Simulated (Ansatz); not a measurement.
## GaN, zinc blende: band edges under a change of volume

How fast do the gaps move when the cell is scaled evenly? The geometries come from the semilocal relaxation.

Calculated with Ansatz 0.2.0, HSE06, PAW files of the set soft_1, cutoff 600 eV, Fermi–Dirac smearing 0.02 eV, k-mesh 7×7×7, no spin polarisation, no spin-orbit coupling.

Reference cell, relaxed at zero pressure with PBEsol (F-43m): a = 3.1807 Å, b = 3.1807 Å, c = 3.1807 Å, α = 60.00°, β = 60.00°, γ = 60.00°.

```
atom       x       y       z
  Ga  0.0000  0.0000  0.0000
   N  0.7500  0.7500  0.7500
```

Levels are read on the k-mesh and along lines from Γ to X = (0.5, 0, 0.5), L = (0.5, 0.5, 0.5), K = (0.375, 0.375, 0.75) and W = (0.5, 0.25, 0.75) in the reciprocal basis of this cell (the letters only name these points), and count from the highest filled level.

| ln(V/V0) | gap (eV) | direct gap at Γ (eV) |
| --- | --- | --- |
| −0.0619 | 3.459 | 3.459 |
| −0.0408 | 3.304 | 3.304 |
| 0.0000 | 3.002 | 3.002 |
| 0.0198 | 2.856 | 2.856 |
| 0.0392 | 2.712 | 2.712 |
| 0.0583 | 2.571 | 2.571 |

**Question.** Fit the direct gap at Γ and give it at ln(V/V0) = −0.0202, a row left out above.

A straight line through the 6 rows: the means are 0.002433 for ln(V/V0) and 2.984 for the level, Σ(Δx)² = 0.01079 and ΣΔxΔy = −0.07973, so the slope is −0.07973/0.01079 = −7.3907 and the intercept 2.984 − (−7.3907)(0.002433) = 3.002.

The slope is the volume deformation potential of this gap, −7.39 eV, as a mean over the range. The line gives 3.151 eV. The run itself gives 3.152 eV, so the estimate misses by 0.001 eV, a rounding's worth.

The gap is direct at Γ in every row.

[Logs are printed without paths, hosts, clocks, repeated set-up lines and the standing remarks that a program may print on its own settings, such as how far it seeks lower states.]
